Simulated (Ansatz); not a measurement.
The system is CrO2.

```
Cr O
1.0
     4.42100    0.00000    0.00000
     0.00000    4.42100    0.00000
     0.00000    0.00000    2.91700
Cr O
2 4
Direct
  0.50000 0.50000 0.50000
  0.00000 0.00000 0.00000
  0.80100 0.19900 0.50000
  0.69900 0.69900 0.00000
  0.19900 0.80100 0.50000
  0.30100 0.30100 0.00000
```

- Program: Ansatz 0.2.0
- Task: relaxation of cell and atoms
- Functional: PBE
- Potentials or basis: Ansatz PAW
- Cutoff: 420 eV (not typed: the program's choice for these potentials)
- k mesh: 6 × 6 × 9
- Occupations: fermi-dirac, width 0.05 eV
- Spin: collinear spin, ferromagnetic start
- Starting moments: [3.0, 3.0, 0.0, 0.0, 0.0, 0.0] μB

At the start: volume 9.50 Å³/atom.

Where does the relaxation end?

It ends after 8 steps and the volume is 9.62 Å³/atom (+1.2 %); space group P4_2/mnm (No. 136, to 0.05 Å); moment 4.00 μB per cell.

Step by step:
```csv
step,energy change (eV),largest force (eV/Å),volume (Å³)
1,0.0000,0.2767,57.01
2,-0.0062,0.1845,57.34
3,-0.0097,0.0446,57.66
4,-0.0103,0.0017,57.66
5,-0.0102,0.0005,57.67
6,-0.0140,0.0006,57.67
7,-0.0139,0.0000,57.70
8,-0.0140,0.0000,57.70
```

Final structure:
```
Cr O
1.0
     4.44436    0.00000    0.00000
     0.00000    4.44436    0.00000
     0.00000    0.00000    2.92097
Cr O
2 4
Direct
  0.50000 0.50000 0.50000
  0.00000 0.00000 0.00000
  0.80357 0.19643 0.50000
  0.69643 0.69643 0.00000
  0.19643 0.80357 0.50000
  0.30357 0.30357 0.00000
```

Caveat: the plane-wave basis is chosen anew once the cell has moved, so the energies of steps on either side of that aren't comparable; the pressure holds a Pulay correction of +0.9 GPa for the finite cutoff; only a ferromagnetic start was run, and an antiferromagnetic order may lie lower in energy.
